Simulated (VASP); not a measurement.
# ClO (Pm-3m) in VASP: notebook

Runs on ClO. Level: LDA. Tasks: single point, relaxation of cell and atoms.

Program: VASP 6.6.1. These are calculated values, not measurements. Logs are shortened: lines on timing, memory, paths and dates and some standing lists are left out, and cuts for length are marked.

## Step 1: The structure

Symmetry: Pm-3m, No. 221, cubic system. Conventional cell: a = 2.830 Å, b = 2.830 Å, c = 2.830 Å, α = 90.00°, β = 90.00°, γ = 90.00°. Around Cl (site symmetry m-3m) lie 8 O at 2.45 Å. O (site symmetry m-3m) is surrounded by 8 Cl at 2.45 Å.

The real solid is made of molecules; this cell is a model form.

## Step 2: Single point, LDA

The input, INCAR:

```
PREC = Accurate
ENCUT = 520
EDIFF = 1E-6
ISMEAR = 1
SIGMA = 0.05
LREAL = False
LASPH = True
NELM = 100
ALGO = Fast
ISIF = 2
LWAVE = False
LCHARG = False
GGA = CA
NBANDS = 14
```

The input, KPOINTS:

```
Automatic mesh
0
Gamma
  7 7 7
```

The input, POSCAR:

```
ClO
1.0
    2.8295960752      0.0000000000      0.0000000000
    0.0000000000      2.8295960752      0.0000000000
    0.0000000000      0.0000000000      2.8295960752
Cl O
1 1
Direct
    0.0000000000      0.0000000000      0.0000000000
    0.5000000000      0.5000000000      0.5000000000
```

Potentials or basis: VASP PAW LDA potentials, release 64 (Cl, O).

Run with:

```bash
cat potpaw_LDA.64/Cl/POTCAR potpaw_LDA.64/O/POTCAR > POTCAR
mpirun -np 1 vasp_std > vasp.out
```

OUTCAR:

```text
PREC = Accurate
   ENCUT = 520
   EDIFF = 1E-6
   ISMEAR = 1
   LREAL = False
   LASPH = True
   NELM = 100
   ISIF = 2
   GGA = CA

 ion  position               nearest neighbor table
   1  0.000  0.000  0.000-
   2  0.500  0.500  0.500-

  LATTYP: Found a simple cubic cell.
 ALAT       =     2.8295960752

  Lattice vectors:

 A1 = (   2.8295960752,   0.0000000000,   0.0000000000)
 A2 = (   0.0000000000,   2.8295960752,   0.0000000000)
 A3 = (   0.0000000000,   0.0000000000,   2.8295960752)

Analysis of symmetry for initial positions (statically):
=====================================================================
 Subroutine PRICEL returns:
 Original cell was already a primitive cell.

 Routine SETGRP: Setting up the symmetry group for a
 simple cubic supercell.

 Subroutine GETGRP returns: Found 48 space group operations
 (whereof 48 operations were pure point group operations)
 out of a pool of 48 trial point group operations.

The static configuration has the point symmetry O_h .

Analysis of symmetry for dynamics (positions and initial velocities):
=====================================================================
 Subroutine PRICEL returns:
 Original cell was already a primitive cell.

 Routine SETGRP: Setting up the symmetry group for a
 simple cubic supercell.

 Subroutine GETGRP returns: Found 48 space group operations
 (whereof 48 operations were pure point group operations)
 out of a pool of 48 trial point group operations.

The dynamic configuration has the point symmetry O_h .

 Subroutine INISYM returns: Found 48 space group operations
 (whereof 48 operations are pure point group operations),
 and found     1 'primitive' translations

----------------------------------------------------------------------------------------

                                     Primitive cell

  volume of cell :      22.6555

  direct lattice vectors                    reciprocal lattice vectors
     2.829596075  0.000000000  0.000000000     0.353407332  0.000000000  0.000000000
     0.000000000  2.829596075  0.000000000     0.000000000  0.353407332  0.000000000
     0.000000000  0.000000000  2.829596075     0.000000000  0.000000000  0.353407332

  length of vectors
     2.829596075  2.829596075  2.829596075     0.353407332  0.353407332  0.353407332

  position of ions in fractional coordinates (direct lattice)
     0.000000000  0.000000000  0.000000000
     0.500000000  0.500000000  0.500000000

  ion indices of the primitive-cell ions
   primitive index   ion index
                 1           1
                 2           2

----------------------------------------------------------------------------------------

 KPOINTS: Automatic mesh

Automatic generation of k-mesh.
 Grid dimensions read from file:
 generate k-points for:    7    7    7

 Generating k-lattice:

  Cartesian coordinates                     Fractional coordinates (reciprocal lattice)
     0.050486762  0.000000000  0.000000000     0.142857143  0.000000000  0.000000000
     0.000000000  0.050486762  0.000000000     0.000000000  0.142857143  0.000000000
     0.000000000  0.000000000  0.050486762     0.000000000  0.000000000  0.142857143

  Length of vectors
     0.050486762  0.050486762  0.050486762

  Shift w.r.t. Gamma in fractional coordinates (k-lattice)
     0.000000000  0.000000000  0.000000000

 Subroutine IBZKPT returns following result:
 ===========================================

 Found     20 irreducible k-points:

 Following reciprocal coordinates:
            Coordinates               Weight
  0.000000  0.000000  0.000000      1.000000
  0.142857  0.000000  0.000000      6.000000
  0.285714  0.000000  0.000000      6.000000
  0.428571  0.000000  0.000000      6.000000
  0.142857  0.142857  0.000000     12.000000
  0.285714  0.142857  0.000000     24.000000
[... 12 lines left out ...]
  0.428571  0.428571  0.285714     24.000000
  0.428571  0.428571  0.428571      8.000000
   k-points           NKPTS =     20   k-points in BZ     NKDIM =     20   number of bands    NBANDS=     14
   number of dos      NEDOS =    301   number of ions     NIONS =      2
   total plane-waves  NPLWV =  13824
   dimension x,y,z NGX =    24 NGY =   24 NGZ =   24
   dimension x,y,z NGXF=    48 NGYF=   48 NGZF=   48
   ions per type =               1   1
   NGX,Y,Z   is equivalent  to a cutoff of  14.10, 14.10, 14.10 a.u.
   NGXF,Y,Z  is equivalent  to a cutoff of  28.20, 28.20, 28.20 a.u.
 SYSTEM =  unknown system
   PREC   = accura    normal or accurate (medium, high low for compatibility)
   ISTART =      0    job   : 0-new  1-cont  2-samecut
   ICHARG =      2    charge: 1-file 2-atom 10-const
   ISPIN  =      1    spin polarized calculation?
   LNONCOLLINEAR =      F non collinear calculations
   LSORBIT =      F    spin-orbit coupling
   LASPH  =      T    aspherical Exc in radial PAW
   ENCUT  =  520.0 eV  38.22 Ry    6.18 a.u.   5.26  5.26  5.26*2*pi/ulx,y,z
   NELM   =    100;   NELMIN=  2; NELMDL= -5     # of ELM steps
   EDIFF  = 0.1E-05   stopping-criterion for ELM
[... 8 lines left out ...]
   TEBEG  =    0.0;   TEEND  =   0.0 temperature during run
   PSTRESS=    0.0 pullay stress
   NELECT =      13.0000    total number of electrons
   NUPDOWN=      -1.0000    fix difference up-down
   EMIN   =  10.00;   EMAX   =-10.00  energy-range for DOS
   EFERMI =   0.00;   METHOD = LEGACY
   ISMEAR =     1;   SIGMA  =   0.05  broadening in eV -4-tet -1-fermi 0-gaus
   EFERMI_NEDOS =   21; number of points for ismear=-14 and -15
   IALGO  =     68    algorithm
   IMIX   =      4    mixing-type and parameters
     AMIX     =   0.40;   BMIX     =  1.00
     AMIX_MAG =   1.60;   BMIX_MAG =  1.00
  volume/ion in A,a.u.               =      11.33        76.44
  Fermi-wavevector in a.u.,A,eV,Ry     =   1.360394  2.570773 25.179934  1.850673
  Thomas-Fermi vector in A             =   2.487060
   LORBIT       =      0    0 simple, 1 ext, 2 COOP (PROOUT), +10 PAW based schemes
   GGA     = CA    functional components
   LHFCALC =     F    Hartree Fock is set to
   AEXX    =    0.0000 exact exchange contribution
   IVDW    =     0    specifies the selected vdW correction
   LEPSILON=     F    determine dielectric tensor
   LRPA    =     F    only Hartree local field effects (RPA)
 non-spin polarized calculation
 RMM-DIIS sequential band-by-band and
 Methfessel and Paxton  Order N= 1 SIGMA  =   0.05
  energy-cutoff  :      520.00
  volume of cell :       22.66
 maximum number of plane-waves:       621
 NGX is ok and might be reduce to    24
   NGX = 11   NGY = 11   NGZ = 11

 number of electron      13.0000007 magnetization

 Free energy of the ion-electron system (eV)
  ---------------------------------------------------
  ext. energy  EPLUGINS =         0.00000000
  ---------------------------------------------------
  free energy    TOTEN  =        -4.87303962 eV

  energy without entropy =       -4.87340495  energy(sigma->0) =       -4.87316140

 E-fermi :   5.0754     XC(G=0): -12.0730

 val. band max:        5.0461396706   @ k =   0.4286   0.4286   0.0000
 cond. band min:       5.1256872115   @ k =   0.2857   0.2857   0.1429
 fundamental gap:      0.0795475410
 Fermi energy:         5.0753772810

 k-point     1 :       0.0000    0.0000    0.0000
  band No.  band energies     occupation
      1     -14.6083      2.00000
      2      -8.2788      2.00000
      3       1.5660      2.00000
      4       1.5660      2.00000
      5       1.5660      2.00000
      6       6.6875      0.00000
      7       6.6875      0.00000
      8       6.6875      0.00000
      9      13.3281      0.00000
     10      13.3281      0.00000
     11      19.9904      0.00000
     12      24.2574      0.00000
     13      24.2574      0.00000
     14      24.2574      0.00000

 k-point     2 :       0.1429    0.0000    0.0000
  band No.  band energies     occupation
      1     -14.3498      2.00000
      2      -8.5695      2.00000
      3       1.2242      2.00000
      4       1.7864      2.00000
      5       1.7864      2.00000
      6       5.9462     -0.00000
      7       6.4308      0.00000
      8       6.4308      0.00000
      9      13.6243      0.00000
     10      14.7218      0.00000
     11      20.7336      0.00000
     12      23.5442      0.00000
     13      23.5442      0.00000
     14      24.4552      0.00000

 k-point     3 :       0.2857    0.0000    0.0000
  band No.  band energies     occupation
      1     -13.6083      2.00000
      2      -9.4436      2.00000
      3       0.8227      2.00000
      4       2.4143      2.00000
      5       2.4143      2.00000
      6       4.4979      2.00000
      7       5.7081     -0.00000
      8       5.7081     -0.00000
      9      14.4355      0.00000
     10      17.4821      0.00000
     11      22.4300      0.00000
     12      22.4300      0.00000
     13      22.7295      0.00000
     14      24.5577      0.00000

 k-point     4 :       0.4286    0.0000    0.0000
  band No.  band energies     occupation
      1     -12.5584      2.00000
      2     -10.6528      2.00000
      3       0.9042      2.00000
      4       3.2761      2.00000
      5       3.3036      2.00000
      6       3.3036      2.00000
      7       4.7307      2.00000
      8       4.7307      2.00000
      9      15.3617      0.00000
     10      19.4562      0.00000
     11      21.8081      0.00000
     12      21.8081      0.00000
     13      22.1970      0.00000
     14      25.0903      0.00000

 k-point     5 :       0.1429    0.1429    0.0000
  band No.  band energies     occupation
      1     -14.0980      2.00000
      2      -8.7762      2.00000
      3       0.5876      2.00000
      4       1.9976      2.00000
      5       2.2740      2.00000
      6       4.9802      2.02152
      7       6.2268      0.00000
      8       6.4850      0.00000
      9      14.4460      0.00000
     10      15.5671      0.00000
     11      20.9360      0.00000
[... 208 lines left out ...]
 k-point    18 :       0.4286    0.2857    0.2857
  band No.  band energies     occupation
      1     -11.5485      2.00000
      2      -9.5024      2.00000
      3      -0.8347      2.00000
      4      -0.0761      2.00000
      5       1.2642      2.00000
      6       2.8954      2.00000
      7       4.7918      2.00000
      8       5.3623     -0.00000
      9      17.5889      0.00000
     10      18.8545      0.00000
     11      19.3740      0.00000
     12      21.7150      0.00000
     13      23.4385      0.00000
     14      28.0121      0.00000

 k-point    19 :       0.4286    0.4286    0.2857
  band No.  band energies     occupation
      1     -11.2808      2.00000
      2      -9.0942      2.00000
      3      -0.9551      2.00000
      4      -0.8166      2.00000
      5       1.6312      2.00000
      6       2.6142      2.00000
      7       3.9813      2.00000
      8       4.5357      2.00000
      9      17.4439      0.00000
     10      18.8991      0.00000
     11      18.9147      0.00000
     12      22.5810      0.00000
     13      26.6393      0.00000
     14      28.7283      0.00000

 k-point    20 :       0.4286    0.4286    0.4286
  band No.  band energies     occupation
      1     -11.0917      2.00000
      2      -8.6663      2.00000
      3      -0.1719      2.00000
      4       0.3359      2.00000
      5       0.3359      2.00000
      6       2.2136      2.00000
      7       2.2136      2.00000
      8       3.1333      2.00000
      9      18.3297      0.00000
     10      18.7150      0.00000
     11      18.7150      0.00000
     12      26.8522      0.00000
     13      26.8522      0.00000
     14      29.1093      0.00000

------------------------ aborting loop because EDIFF is reached ----------------------------------------

  FORCE on cell =-STRESS in cart. coord.  units (eV):
  Direction    XX          YY          ZZ          XY          YZ          ZX
  --------------------------------------------------------------------------------------
  -------------------------------------------------------------------------------------
  Total       -0.0038215     -0.0038215     -0.0038215      0.0000000     -0.0000000     -0.0000000
  in kB       -0.2702499     -0.2702499     -0.2702499      0.0000000     -0.0000000     -0.0000000
  external PRESSURE =      -0.2702499 kB  Pullay stress =       0.0000000 kB

 VOLUME and BASIS-vectors are now :
 -----------------------------------------------------------------------------
  energy-cutoff  :      520.00
  volume of cell :       22.66
      direct lattice vectors                 reciprocal lattice vectors
     2.829596075  0.000000000  0.000000000     0.353407332  0.000000000  0.000000000
     0.000000000  2.829596075  0.000000000     0.000000000  0.353407332  0.000000000
     0.000000000  0.000000000  2.829596075     0.000000000  0.000000000  0.353407332

 POSITION                                       TOTAL-FORCE (eV/Angst)
 -----------------------------------------------------------------------------------
      0.00000      0.00000      0.00000         0.000000      0.000000      0.000000
      1.41480      1.41480      1.41480         0.000000      0.000000      0.000000
 -----------------------------------------------------------------------------------
    total drift:                                0.000000      0.000000     -0.000000

  FREE ENERGIE OF THE ION-ELECTRON SYSTEM (eV)
  ---------------------------------------------------
  free  energy   TOTEN  =        -4.8730396250 eV

  energy  without entropy=       -4.8734049459  energy(sigma->0) =       -4.87316140
```

Run time: 5.3 s. Hardware: 1 thread of Intel Xeon Platinum 8488C (Sapphire Rapids), shared host; peak memory 0.12 GiB.

Results:

| Item | Value |
| --- | --- |
| Free energy | -4.8730 eV |
| Pressure | 0.0 GPa |
| Band gap on the k mesh | none (metal or under the smearing width) |

Caveat: an odd number of electrons without spin polarisation forces a metal; a magnetic or distorted state may lie lower.

[end of part 1 of 2]
